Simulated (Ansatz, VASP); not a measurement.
# SnTe in VASP and in Ansatz

INCAR

```
PREC = Accurate
ENCUT = 520
EDIFF = 1E-7
ISMEAR = -1
SIGMA = 0.05
LREAL = False
LASPH = True
NELM = 150
ALGO = Normal
ISIF = 2
LWAVE = False
LCHARG = False
LNONCOLLINEAR = True
MAGMOM = 0 0 0 0 0 0
LORBIT = 11
LSORBIT = True
GGA_COMPAT = False
LORBMOM = True
GGA = PE
NBANDS = 32
```

KPOINTS

```
Automatic mesh
0
Gamma
  5 5 5
```

POSCAR

```
SnTe
1.0
    0.0000000000      3.1508500000      3.1508500000
    3.1508500000      0.0000000000      3.1508500000
    3.1508500000      3.1508500000      0.0000000000
Te Sn
1 1
Direct
    0.5000000000      0.5000000000      0.5000000000
    0.0000000000      0.0000000000      0.0000000000
```

input.yaml

```yaml
crystal:
  lattice:
    - [0.0, 3.15085, 3.15085]
    - [3.15085, 0.0, 3.15085]
    - [3.15085, 3.15085, 0.0]
  atoms:
    - { symbol: Te, position: [0.5, 0.5, 0.5] }
    - { symbol: Sn, position: [0.0, 0.0, 0.0] }
hamiltonian:
  xc: pbe
  pseudopotentials: { kind: paw_fr }
magnetization:
  noncollinear: true
  spin_orbit: true
kpoints:
  mp_grid: { grid: [5, 5, 5] }
  band_path:
    path:
      - [[0.0, 0.0, 0.0], [0.5, 0.0, 0.5], [0.5, 0.25, 0.75], [0.375, 0.375, 0.75], [0.0, 0.0, 0.0], [0.5, 0.5, 0.5], [0.625, 0.25, 0.625], [0.5, 0.25, 0.75], [0.5, 0.5, 0.5], [0.375, 0.375, 0.75]]
      - [[0.625, 0.25, 0.625], [0.5, 0.0, 0.5]]
    npoints: 14
scf:
  occupations: { method: fermi_dirac, width: 0.05 }
  n_extra_bands: 6
output:
  forces: true
  stress: true
  eigenvalues: true
  fatbands: false
  write_density: true
  write_potential: true
  elf: true
  volumetric_format: npy
```

Alike in both runs: functional PBE; k mesh 5 × 5 × 5; occupations fermi-dirac, width 0.05 eV; non-collinear spin, spin-orbit coupling.

|  | VASP | Ansatz |
| --- | --- | --- |
| version | VASP 6.6.1 | Ansatz 0.2.0 |
| potentials or method | VASP PAW PBE potentials, release 64 (Te, Sn_d) | Ansatz PAW |
| plane-wave cutoff (eV) | 520 | 420 |
| valence electrons in the cell | 20 | 30 |
| task | single point | band structure |

```csv
,VASP,Ansatz,Ansatz less VASP
gap on the k mesh at the Fermi level (eV),0.61,0.60,-0.008
least direct gap on the mesh (eV),0.63,0.62,-0.010
pressure (GPa),2.2,2.2,0.00
net moment per atom (μB),0.00,0.00,0.000
```

The two sets of potentials don't hold the same shells in valence.
